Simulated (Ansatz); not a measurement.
## W under changes of volume

One of the cells (15.848 Å³/atom); the others are scaled copies at fixed shape and fractional positions:

```
W
1.0
    -1.58234    1.58234    1.58234
     1.58234   -1.58234    1.58234
     1.58234    1.58234   -1.58234
W
1
Direct
  0.00000 0.00000 0.00000
```

```yaml
Program: Ansatz 0.2.0
Functional: CAM-B3LYP
Potentials_or_basis: Ansatz PAW
Cutoff: "420 eV (not typed: the program's choice for these potentials)"
k_mesh: 6 × 6 × 6
Occupations: fermi-dirac, width 0.05 eV
Spin: no spin polarisation
```

| volume (Å³/atom) | energy over the lowest point (meV/atom) | pressure (GPa) |
| --- | --- | --- |
| 14.897 | 59.47 | 22.4 |
| 15.214 | 23.91 | 13.7 |
| 15.531 | ? | ? |
| 15.848 | 0.00 | -1.1 |
| 16.165 | 6.41 | -3.6 |
| 16.482 | 19.55 | -9.6 |
| 16.798 | 43.96 | -15.0 |

Q: What does the run at 15.531 Å³/atom give?

A: Energy over the lowest point 4.61 meV/atom; pressure 5.9 GPa.

Worked out: A Birch-Murnaghan fit of order 3 (a polynomial in V^(-2/3)) to the other rows has its minimum at 15.83 Å³/atom with B0 = V·E''(V) = 286 GPa (rough, since the energies scatter). It gives 5.35 meV/atom at 15.531 Å³/atom, against the run's 4.61, and -dE/dV = 6.0 GPa, against 5.9.

Energies are extrapolated to zero smearing.

Caveats: all runs use coarse meshes; the PAW data sets come from PBE, with cores solved anew for the run's functional, which leaves a small shift of forces and pressure; the thresholds are loose for stress.
